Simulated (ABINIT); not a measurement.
# In: single point with PBE

The system is In.

```xyz
2
Lattice="3.3355 0.0000 0.0000 -1.6677 2.8886 0.0000 0.0000 0.0000 5.5091" Properties=species:S:1:pos:R:3 pbc="T T T"
In    1.6677    0.9629    4.1319
In    0.0000    1.9257    1.3773
```

This isn't the form of In at room conditions, which is tetragonal.

| Quantity | Value |
| --- | --- |
| Program | ABINIT 10.8.3 (patched build) |
| Task | single point |
| Functional | PBE |
| Potentials or basis | SG15 NC PBE v1.2 |
| Cutoff | 952 eV |
| k mesh | 9 × 9 × 5 |
| Occupations | fermi-dirac, width 0.05 eV |
| Spin | no spin polarisation |

```json
{
  "Pressure": "1.5 GPa",
  "Band gap on the k mesh": "none (metal or under the smearing width)",
  "Valence electrons inside the program's atomic spheres": "In 9.90 (radii [1.0584] Å)"
}
```

Stress tensor (GPa, compression positive):
```
1.58 0.00 0.00
0.00 1.58 0.00
0.00 0.00 1.23
```

Levels at points of the mesh, in eV from the Fermi level:
| k point | band 11 | band 12 | band 13 | band 14 | band 15 | band 16 |
| --- | --- | --- | --- | --- | --- | --- |
| (0.00, 0.00, 0.00) | -9.51 | -4.50 | -3.41 | 8.35 | 8.35 | 10.13 |

Wall time 53 s on 1 thread of Arm Neoverse V1, with other jobs on the host, peak memory 0.1 GiB.
